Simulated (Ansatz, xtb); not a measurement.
# Isomers of C3H6O in order of energy

10 gas-phase structures of C3H6O, found in a search over its isomers (lower ones may exist). Each was relaxed with GFN2-xTB; where two conformers were screened, the lower at r2SCAN-D4/def2-SVP is listed:

A. `C[C@@H]1CO1`, a singlet
B. `C=COC`, a singlet
C. `C/C=C\O`, a singlet
D. `OC1CC1`, a singlet
E. `C=C(C)O`, a singlet
F. `CC(C)=O`, a singlet
G. `CCC=O`, a singlet
H. `C/C=C/O`, a singlet
I. `C=CCO`, a singlet
J. `C1COC1`, a singlet

Question: Estimate their order in r2SCAN-D4/def2-SVP energy at these geometries, lowest first.

Answer: Calculated order at r2SCAN-D4/def2-SVP: F (0.0), G (6.5), E (12.6), C (17.6), H (18.7), I (25.2), B (26.2), D (27.2), A (29.1), J (32.4) kcal/mol. Less than 1 kcal/mol parts I and B, so the order within that pair means little.

Energies above the lowest of each column, in kcal/mol; the last columns are at B3LYP-D3(BJ)/def2-SVP geometries and were run for some of them only (a dash: not run or not comparable):

```csv
structure,GFN2-xTB,HF/STO-3G,r2SCAN-D4/def2-SVP,B3LYP-D3(BJ)/def2-SVP,CCSD(T)/def2-TZVP
F,0.0,0.0,0.0,0.0,0.0
G,8.7,6.2,6.5,5.8,6.4
E,9.8,20.0,12.6,12.7,–
C,15.0,24.0,17.6,17.4,–
H,14.5,24.1,18.7,–,–
I,22.5,32.1,25.2,–,–
B,16.9,24.7,26.2,–,–
D,15.9,24.4,27.2,–,–
A,10.8,13.7,29.1,–,–
J,13.4,1.3,32.4,–,–
```

Every level run on F puts it lowest or level with the lowest. Flexible structures stand in one conformer each, not always the lowest. Frequencies (B3LYP-D3(BJ)/def2-SVP) were run for F, G alone.

Over these structures GFN2-xTB departs from r2SCAN-D4/def2-SVP by 6.1 kcal/mol on average once a common shift is removed. A GFN2-xTB relaxation took about 0.036 s and the r2SCAN-D4/def2-SVP energy about 1.1 s on a shared host (Ansatz 0.2.0, xtb 6.7.1).
